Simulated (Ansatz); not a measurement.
# ZnSe (F-43m): compression over a wide range

Aim: energy and pressure of ZnSe (F-43m) over a wide range of volumes, and a fit.

Method: DFT PBEsol, scalar-relativistic, plane waves, PAW, in Ansatz 0.2.0.

**1. The structure to begin with**

The structure is cubic, space group F-43m (No. 216). The conventional cell has a = 5.633 Å, b = 5.633 Å, c = 5.633 Å, α = 90.00°, β = 90.00°, γ = 90.00°. Zn (site symmetry -43m) is surrounded by 4 Se at 2.44 Å. Se (site symmetry -43m) has 4 Zn at 2.44 Å as nearest neighbours.

Structure file:

```cif
data_structure
_symmetry_space_group_name_H-M 'P 1'
_symmetry_Int_Tables_number 1
_cell_length_a 3.9835
_cell_length_b 3.9835
_cell_length_c 3.9835
_cell_angle_alpha 60.000
_cell_angle_beta 60.000
_cell_angle_gamma 60.000
_cell_volume 44.70
loop_
_atom_site_label
_atom_site_type_symbol
_atom_site_fract_x
_atom_site_fract_y
_atom_site_fract_z
_atom_site_occupancy
Zn1 Zn 0.00000 0.00000 0.00000 1
Se1 Se 0.25000 0.25000 0.25000 1
```

This cell comes from an earlier session at PBEsol: 22.348 Å³/atom at 0.00 GPa, on a 8×8×8 mesh.

**2. Volume × 0.96**

Input file input.yaml:

```yaml
crystal:
  lattice:
    - [0.0, 2.7786617403, 2.7786617403]
    - [2.7786617403, 0.0, 2.7786617403]
    - [2.7786617403, 2.7786617403, 0.0]
  atoms:
    - { symbol: Zn, position: [0.0, 0.0, 0.0] }
    - { symbol: Se, position: [0.25, 0.25, 0.25] }
basis:
  ecutwfc: 420
  ecutrho_ratio: 4
kpoints:
  mp_grid: { grid: [8, 8, 8] }
hamiltonian:
  xc: pbesol
scf:
  occupations: { method: gaussian, width: 0.05 }
output:
  forces: true
  stress: true
  eigenvalues: true
```

The run is started by

```bash
$ ansatz run input.yaml --threads 1 --pin off --max-ram 2560MiB --backend cpu --events-out ev --progress --plain --runs-dir out
```

The runs that follow: Volume × 1.04; Volume × 0.92; Volume × 0.88; Volume × 0.84; Volume × 0.8.

Before running it: what results should come out? Wanted: range of pressure; V0; B0; B0′.

The runs gave:

```
         quantity             value
range of pressure  -2.3 to 24.1 GPa
         V0 (fit)     22.35 Å³/atom
         B0 (fit)            65 GPa
        B0′ (fit)              4.49
```

**Reading.** A third-order Birch-Murnaghan fit follows the points with an rms miss of 0.01 meV/atom. Symmetry fixes shape and sites, so only the volume changes. Other structures may be lower in enthalpy at these pressures.
